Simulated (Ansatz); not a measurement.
Computed with Ansatz, DFT PBE, scalar-relativistic, plane waves, PAW. Settings: cutoff 420 eV, Γ-centred meshes spaced at most about 0.3 Å⁻¹, and about 0.25 Å⁻¹ or finer for metals (2π included), Gaussian smearing. No spin polarisation.

Temperature and zero-point effects are left out.

Two forms of Zn2Si3N3 were relaxed alike.

A. Space group P-62m (No. 189), hexagonal, a = 6.503 Å, c = 2.894 Å. Zn has 3 N at 2.05 Å; Si is surrounded by 2 N at 1.80 Å and 2 Si at 2.34 Å; around N lie 2 Si at 1.80 Å and 2 Zn at 2.05 Å.

B. Space group P-4m2 (No. 115), tetragonal, a = 3.023 Å, c = 10.628 Å. Zn is surrounded by 2 N at 2.13 Å and 2 Si at 2.38 Å; around Si on a site of symmetry 2mm lie 2 N at 1.73 Å and 2 N at 1.88 Å; Si on a site of symmetry -4m2 is surrounded by 4 Zn at 2.38 Å and 4 Si at 3.02 Å; N on a site of symmetry -4m2 is surrounded by 4 Si at 1.88 Å; N on a site of symmetry 2mm has 2 Si at 1.73 Å and 2 Zn at 2.13 Å.

**Question.** Which is lower in energy, and by how much?

**Answer.** B is lower, by 192 meV/atom. A has space group P-62m (No. 189), 13.3 Å³/atom and no gap on its mesh; B has space group P-4m2 (No. 115), 12.1 Å³/atom and no gap. The shortest distance is 1.80 Å (Si–N) in A and 1.73 Å (Si–N) in B. A holds Si–Si units of three or more atoms (shortest 2.34 Å); in B the shortest Si–Si distance is 3.02 Å. The denser one is the lower, and pressure would at first widen the difference. Both come from invented guesses. The lowest form computed isn't among them: it has space group P-3m1 (No. 164), 15.4 Å³/atom and lies 188 meV/atom below the best shown.

In P-62m, P-4m2 an odd number of electrons in the primitive cell allows no gap without spin; a larger cell or a magnetic state could open one. Cells relaxed within their symmetry can be saddle points. Some types were kept out of the candidates beforehand, so the set may lack a known form.
